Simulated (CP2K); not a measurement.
KI:

```xyz
2
Lattice="4.2912 0.0000 0.0000 0.0000 4.2912 0.0000 0.0000 0.0000 4.2912" Properties=species:S:1:pos:R:3 pbc="T T T"
I     2.1456    2.1456    2.1456
K     0.0000    0.0000    0.0000
```

Measurements of this composition are mostly on another form, of space group No. 225.

Base run:

```yaml
Program: CP2K 2026.2
Functional: PBE
Potentials_or_basis: POTENTIAL_UZH I GTH-PBE-q7, K GTH-PBE-q9; TZVP-MOLOPT-PBE-GTH basis
Density_cutoff: 9184 eV
k_mesh: 6 × 6 × 6
Occupations: fermi-dirac, width 0.05 eV
Spin: no spin polarisation
```

Its results: band gap on the k mesh 3.32 eV, indirect (least direct gap 3.69 eV); pressure 0.6 GPa.

Task: The run is repeated on the same cell with these changes: functional from PBE to BLYP. What comes out?

Result: Band gap on the k mesh 3.44 eV, indirect (least direct gap 3.79 eV); pressure 1.5 GPa.

BLYP binds less tightly than PBE, so the same cell stands under more pressure.

Caveats: spin-orbit coupling is left out, which moves the levels of the heavy elements; the basis of atomic orbitals isn't converged, which shifts pressures, moduli and gaps; the potentials were made for another functional, which shifts forces and pressure (some runs).

A k mesh can miss the band edges.
